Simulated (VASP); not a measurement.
# CdSe (F-43m) in VASP: further runs

The runs below take CdSe through relaxation of cell and atoms, with PBEsol.

Program: VASP 6.6.1. These are calculated values, not measurements. Logs are shortened: lines on timing, memory, paths and dates and some standing lists are left out, and cuts for length are marked.

## (1) The crystal as given

The structure is cubic, space group F-43m (No. 216). Conventional cell: a = 6.141 Å, b = 6.141 Å, c = 6.141 Å, α = 90.00°, β = 90.00°, γ = 90.00°. Around Cd (site symmetry -43m) lie 4 Se at 2.66 Å. Se (site symmetry -43m) has 4 Cd at 2.66 Å as nearest neighbours.

Measurements of this composition are mostly on another form, of space group No. 186.

## (2) Relaxation of cell and atoms, PBEsol

File INCAR:

```
SYSTEM = CdSe
PREC = Accurate ; ENCUT = 600
EDIFF = 1E-6 ; ISMEAR = 0
SIGMA = 0.03 ; LREAL = .False.
LASPH = .True. ; NELM = 80
ALGO = Normal ; ISIF = 3
LWAVE = .False. ; LCHARG = .False.
GGA = PS ; IBRION = 2
NSW = 90 ; EDIFFG = -0.01
```

File KPOINTS:

```
Automatic mesh
0
Gamma
  8 8 8
  0 0 0
```

File POSCAR:

```
CdSe
1.0
    0.0000000000      3.0702712000      3.0702712000
    3.0702712000      0.0000000000      3.0702712000
    3.0702712000      3.0702712000      0.0000000000
Cd Se
1 1
Direct
    0.0000000000      0.0000000000      0.0000000000
    0.7500000000      0.7500000000      0.7500000000
```

Potentials or basis: VASP PAW PBE potentials, release 64 (Cd, Se).

Run with:

```console
$ cat potpaw_PBE.64/Cd/POTCAR potpaw_PBE.64/Se/POTCAR > POTCAR
$ mpirun -np 1 vasp_std > vasp.out
```

OUTCAR:

```text
SYSTEM = CdSe
   PREC = Accurate
   ENCUT = 600
   EDIFF = 1E-6
   ISMEAR = 0
   LREAL = .False.
   LASPH = .True.
   NELM = 80
   ISIF = 3
   GGA = PS
   IBRION = 2
   NSW = 90
   EDIFFG = -0.01

 ion  position               nearest neighbor table
   1  0.000  0.000  0.000-   2 2.66   2 2.66   2 2.66   2 2.66
   2  0.750  0.750  0.750-   1 2.66   1 2.66   1 2.66   1 2.66

  LATTYP: Found a face centered cubic cell.
 ALAT       =     6.1405424000

  Lattice vectors:

 A1 = (   0.0000000000,   3.0702712000,   3.0702712000)
 A2 = (   3.0702712000,   0.0000000000,   3.0702712000)
 A3 = (   3.0702712000,   3.0702712000,   0.0000000000)

Analysis of symmetry for initial positions (statically):
=====================================================================
 Subroutine PRICEL returns:
 Original cell was already a primitive cell.

 Routine SETGRP: Setting up the symmetry group for a
 face centered cubic supercell.

 Subroutine GETGRP returns: Found 24 space group operations
 (whereof 24 operations were pure point group operations)
 out of a pool of 48 trial point group operations.

The static configuration has the point symmetry T_d .

Analysis of symmetry for dynamics (positions and initial velocities):
=====================================================================
 Subroutine PRICEL returns:
 Original cell was already a primitive cell.

 Routine SETGRP: Setting up the symmetry group for a
 face centered cubic supercell.

 Subroutine GETGRP returns: Found 24 space group operations
 (whereof 24 operations were pure point group operations)
 out of a pool of 48 trial point group operations.

The dynamic configuration has the point symmetry T_d .

 Subroutine INISYM returns: Found 24 space group operations
 (whereof 24 operations are pure point group operations),
 and found     1 'primitive' translations

----------------------------------------------------------------------------------------

                                     Primitive cell

  volume of cell :      57.8842

  direct lattice vectors                    reciprocal lattice vectors
     0.000000000  3.070271200  3.070271200    -0.162852063  0.162852063  0.162852063
     3.070271200  0.000000000  3.070271200     0.162852063 -0.162852063  0.162852063
     3.070271200  3.070271200  0.000000000     0.162852063  0.162852063 -0.162852063

  length of vectors
     4.342019171  4.342019171  4.342019171     0.282068048  0.282068048  0.282068048

  position of ions in fractional coordinates (direct lattice)
     0.000000000  0.000000000  0.000000000
     0.750000000  0.750000000  0.750000000

  ion indices of the primitive-cell ions
   primitive index   ion index
                 1           1
                 2           2

----------------------------------------------------------------------------------------

 KPOINTS: Automatic mesh

Automatic generation of k-mesh.
 Grid dimensions read from file:
 generate k-points for:    8    8    8

 Generating k-lattice:

  Cartesian coordinates                     Fractional coordinates (reciprocal lattice)
    -0.020356508  0.020356508  0.020356508     0.125000000  0.000000000  0.000000000
     0.020356508 -0.020356508  0.020356508     0.000000000  0.125000000  0.000000000
     0.020356508  0.020356508 -0.020356508     0.000000000  0.000000000  0.125000000

  Length of vectors
     0.035258506  0.035258506  0.035258506

  Shift w.r.t. Gamma in fractional coordinates (k-lattice)
     0.000000000  0.000000000  0.000000000

 Subroutine IBZKPT returns following result:
 ===========================================

 Found     29 irreducible k-points:

 Following reciprocal coordinates:
            Coordinates               Weight
  0.000000  0.000000  0.000000      1.000000
  0.125000  0.000000  0.000000      8.000000
  0.250000  0.000000  0.000000      8.000000
  0.375000  0.000000  0.000000      8.000000
  0.500000  0.000000  0.000000      4.000000
  0.125000  0.125000  0.000000      6.000000
[... 16 lines left out ...]
  0.500000  0.250000  0.125000     48.000000
 -0.375000  0.250000  0.125000     24.000000
 [... further k-points ...]
   k-points           NKPTS =     29   k-points in BZ     NKDIM =     29   number of bands    NBANDS=     13
   number of dos      NEDOS =    301   number of ions     NIONS =      2
   total plane-waves  NPLWV =  46656
   dimension x,y,z NGX =    36 NGY =   36 NGZ =   36
   dimension x,y,z NGXF=    72 NGYF=   72 NGZF=   72
   ions per type =               1   1
   NGX,Y,Z   is equivalent  to a cutoff of  13.78, 13.78, 13.78 a.u.
   NGXF,Y,Z  is equivalent  to a cutoff of  27.57, 27.57, 27.57 a.u.
 SYSTEM =  CdSe
   PREC   = accura    normal or accurate (medium, high low for compatibility)
   ISTART =      0    job   : 0-new  1-cont  2-samecut
   ICHARG =      2    charge: 1-file 2-atom 10-const
   ISPIN  =      1    spin polarized calculation?
   LNONCOLLINEAR =      F non collinear calculations
   LSORBIT =      F    spin-orbit coupling
   LASPH  =      T    aspherical Exc in radial PAW
   ENCUT  =  600.0 eV  44.10 Ry    6.64 a.u.   8.67  8.67  8.67*2*pi/ulx,y,z
   NELM   =     80;   NELMIN=  2; NELMDL= -5     # of ELM steps
   EDIFF  = 0.1E-05   stopping-criterion for ELM
   LREAL  =      F    real-space projection
   EDIFFG = -.1E-01   stopping-criterion for IOM
   NSW    =     90    number of steps for IOM
   IBRION =      2    ionic relax: 0-MD 1-quasi-New 2-CG
   NFREE  =      1    steps in history (QN), initial steepest desc. (CG)
   ISIF   =      3    stress and relaxation
   ISYM   =      2    0-nonsym 1-usesym 2-fastsym
   POTIM  = 0.5000    time-step for ionic-motion
   TEBEG  =    0.0;   TEEND  =   0.0 temperature during run
   PSTRESS=    0.0 pullay stress
   NELECT =      18.0000    total number of electrons
   NUPDOWN=      -1.0000    fix difference up-down
   EMIN   =  10.00;   EMAX   =-10.00  energy-range for DOS
   EFERMI =   0.00;   METHOD = LEGACY
   ISMEAR =     0;   SIGMA  =   0.03  broadening in eV -4-tet -1-fermi 0-gaus
   EFERMI_NEDOS =   21; number of points for ismear=-14 and -15
   IALGO  =     38    algorithm
   IMIX   =      4    mixing-type and parameters
     AMIX     =   0.40;   BMIX     =  1.00
     AMIX_MAG =   1.60;   BMIX_MAG =  1.00
  volume/ion in A,a.u.               =      28.94       195.31
  Fermi-wavevector in a.u.,A,eV,Ry     =   1.109121  2.095935 16.737199  1.230149
  Thomas-Fermi vector in A             =   2.245657
   LORBIT       =      0    0 simple, 1 ext, 2 COOP (PROOUT), +10 PAW based schemes
   GGA     = PS    functional components
   LHFCALC =     F    Hartree Fock is set to
   AEXX    =    0.0000 exact exchange contribution
   IVDW    =     0    specifies the selected vdW correction
   LEPSILON=     F    determine dielectric tensor
   LRPA    =     F    only Hartree local field effects (RPA)
 conjugate gradient relaxation of ions
 non-spin polarized calculation
 Gauss-broadening in eV      SIGMA  =   0.03
  energy-cutoff  :      600.00
  volume of cell :       57.88
 maximum number of plane-waves:      1964
   NGX = 17   NGY = 17   NGZ = 17

--------------------------------------- Ionic step        1  -------------------------------------------

 number of electron      17.9999997 magnetization

 Free energy of the ion-electron system (eV)
  ---------------------------------------------------
  ext. energy  EPLUGINS =         0.00000000
  ---------------------------------------------------
  free energy    TOTEN  =        -6.17286311 eV

  energy without entropy =       -6.17286311  energy(sigma->0) =       -6.17286311

------------------------ aborting loop because EDIFF is reached ----------------------------------------

  FORCE on cell =-STRESS in cart. coord.  units (eV):
  Direction    XX          YY          ZZ          XY          YZ          ZX
  --------------------------------------------------------------------------------------
  -------------------------------------------------------------------------------------
  Total       -0.4149456     -0.4149456     -0.4149456      0.0000000      0.0000000      0.0000000
  in kB      -11.4852786    -11.4852786    -11.4852786      0.0000000      0.0000000      0.0000000
  external PRESSURE =     -11.4852786 kB  Pullay stress =       0.0000000 kB
[... 57 lines left out ...]
  energy  without entropy=       -6.1773767327  energy(sigma->0) =       -6.17737673

--------------------------------------- Ionic step        3  -------------------------------------------

 number of electron      17.9999998 magnetization

 Free energy of the ion-electron system (eV)
  ---------------------------------------------------
  ext. energy  EPLUGINS =         0.00000000
  ---------------------------------------------------
  free energy    TOTEN  =        -6.17779991 eV

  energy without entropy =       -6.17779991  energy(sigma->0) =       -6.17779991

 E-fermi :   0.9437     XC(G=0):  -9.0767

 val. band max:        0.7726891854   @ k =   0.0000   0.0000   0.0000
 cond. band min:       1.2456264164   @ k =   0.0000   0.0000   0.0000
 fundamental gap:      0.4729372310
 Fermi energy:         0.9437165193

 k-point     1 :       0.0000    0.0000    0.0000
  band No.  band energies     occupation
      1     -11.8234      2.00000
      2      -7.1244      2.00000
      3      -7.1244      2.00000
      4      -7.1244      2.00000
      5      -6.7484      2.00000
      6      -6.7484      2.00000
      7       0.7727      2.00000
      8       0.7727      2.00000
      9       0.7727      2.00000
     10       1.2456      0.00000
     11       6.6273      0.00000
     12       6.6273      0.00000
     13       6.6273      0.00000
[... 353 lines left out ...]
 k-point    24 :      -0.3750    0.2500    0.1250
  band No.  band energies     occupation
      1     -11.3891      2.00000
      2      -6.9947      2.00000
      3      -6.9695      2.00000
      4      -6.7690      2.00000
      5      -6.7324      2.00000
      6      -6.3724      2.00000
      7      -3.3966      2.00000
      8      -1.2299      2.00000
      9      -0.4585      2.00000
     10       4.5510      0.00000
     11       6.1173      0.00000
     12       7.5140      0.00000
     13       8.6707      0.00000

 [... further k-points ...]
[... 5 lines left out ...]
  --------------------------------------------------------------------------------------
  -------------------------------------------------------------------------------------
  Total        0.0076706      0.0076706      0.0076706     -0.0000000      0.0000000     -0.0000000
  in kB        0.2173851      0.2173851      0.2173851     -0.0000000      0.0000000     -0.0000000
  external PRESSURE =       0.2173851 kB  Pullay stress =       0.0000000 kB
[... 17 lines left out ...]
  FREE ENERGIE OF THE ION-ELECTRON SYSTEM (eV)
  ---------------------------------------------------
  free  energy   TOTEN  =        -6.1777999055 eV

  energy  without entropy=       -6.1777999055  energy(sigma->0) =       -6.17779991

 reached required accuracy - stopping structural energy minimisation
```

It took 44 s on 1 thread of Intel Xeon Platinum 8259CL at 2.50GHz (Skylake/Cascade Lake), shared host; peak memory 0.23 GiB.

Results:

```yaml
Free_energy: -6.1778 eV
Relaxed_volume: 28.27 Å³/atom
Relaxed_cell: a = 4.308 Å, b = 4.308 Å, c = 4.308 Å, α = 60.00°, β = 60.00°, γ = 60.00°
Space_group_after_relaxing_to_0.05_Å: F-43m (No. 216)
Energy_gained_by_relaxing: 2.5 meV/atom
Ionic_steps: 3
Pressure_after_relaxing: 0.0 GPa
Band_gap_on_the_k_mesh: 0.47 eV, direct
```

Step by step:
| step | energy change (eV) | largest force (eV/Å) | pressure (GPa) | volume (Å³) |
| --- | --- | --- | --- | --- |
| 1 | 0.0000 | 0.0000 | -1.15 | 57.88 |
| 2 | -0.0045 | 0.0000 | 0.33 | 56.16 |
| 3 | -0.0049 | 0.0000 | 0.02 | 56.53 |

Final structure:
```
CELL_PARAMETERS angstrom
0.00000 3.04621 3.04621
3.04621 0.00000 3.04621
3.04621 3.04621 0.00000
ATOMIC_POSITIONS crystal
Cd 0.00000 0.00000 0.00000
Se 0.75000 0.75000 0.75000
```

Levels at points of the mesh, in eV from the valence-band top:
```
           k point  band 5  band 6  band 7  band 8  band 9  band 10  band 11  band 12  band 13
(0.00, 0.00, 0.00)   -7.52   -7.52    0.00    0.00    0.00     0.47     5.85     5.85     5.85
(0.50, 0.00, 0.00)   -7.50   -7.23   -4.42   -0.75   -0.75     2.28     6.36     6.36     7.27
(0.50, 0.50, 0.00)   -7.46   -7.17   -4.11   -1.86   -1.86     3.01     3.67     8.96    10.10
```

Caveat: the PAW data sets were made with another functional, which shifts forces and pressure a little.

## (3) Relaxation of cell and atoms, PBEsol

This run uses another cell than the first one, of 28.27 Å³/atom, 0.977 times its volume.

File INCAR:

```
SYSTEM = CdSe
PREC = Accurate ; ENCUT = 600
EDIFF = 1E-7 ; ISMEAR = 0
SIGMA = 0.03 ; LREAL = .False.
LASPH = .True. ; NELM = 80
ALGO = Normal ; ISIF = 3
LWAVE = .False. ; LCHARG = .False.
GGA = PS ; IBRION = 2
NSW = 90 ; EDIFFG = -0.005
```

KPOINTS is that of step 2.

File POSCAR:

```
CdSe                                    
1.0
    0.0000000000      3.0462087306      3.0462087306
    3.0462087306      0.0000000000      3.0462087306
    3.0462087306      3.0462087306      0.0000000000
  Cd              Se            
     1     1
Direct
     0.0000000000000000    0.0000000000000000    0.0000000000000000
     0.7500000000000000    0.7500000000000000    0.7500000000000000
```

Potentials or basis: VASP PAW PBE potentials, release 64 (Cd, Se).

Run with:

```console
$ cat potpaw_PBE.64/Cd/POTCAR potpaw_PBE.64/Se/POTCAR > POTCAR
$ mpirun -np 1 vasp_std > vasp.out
```

Wall time 22 s (1 thread of Intel Xeon Platinum 8259CL at 2.50GHz (Skylake/Cascade Lake), shared host); peak memory 0.21 GiB.

Results (log left out):

```yaml
Free_energy: -6.1774 eV
Pressure_after_relaxing: 0.0 GPa
Band_gap_on_the_k_mesh: 0.47 eV, direct
```

Final structure:
```yaml
crystal:
  lattice:
    - [0.00000, 3.04621, 3.04621]
    - [3.04621, 0.00000, 3.04621]
    - [3.04621, 3.04621, 0.00000]
  atoms:
    - { symbol: Cd, position: [0.00000, 0.00000, 0.00000] }
    - { symbol: Se, position: [0.75000, 0.75000, 0.75000] }
```

Levels at points of the mesh, in eV from the valence-band top:
```csv
k point,band 6,band 7,band 8,band 9,band 10,band 11,band 12,band 13
"(0.00, 0.00, 0.00)",-7.52,0.00,0.00,0.00,0.47,5.85,5.85,5.85
"(0.50, 0.00, 0.00)",-7.23,-4.42,-0.75,-0.75,2.28,6.36,6.36,7.27
"(0.50, 0.50, 0.00)",-7.17,-4.11,-1.86,-1.86,3.01,3.67,8.96,10.10
```

Caveat: the relaxation stopped at its first step, so nothing moved; the PAW data sets were made with another functional, which shifts forces and pressure a little. PBEsol gaps usually lie below the measured ones, often by a third to a half.
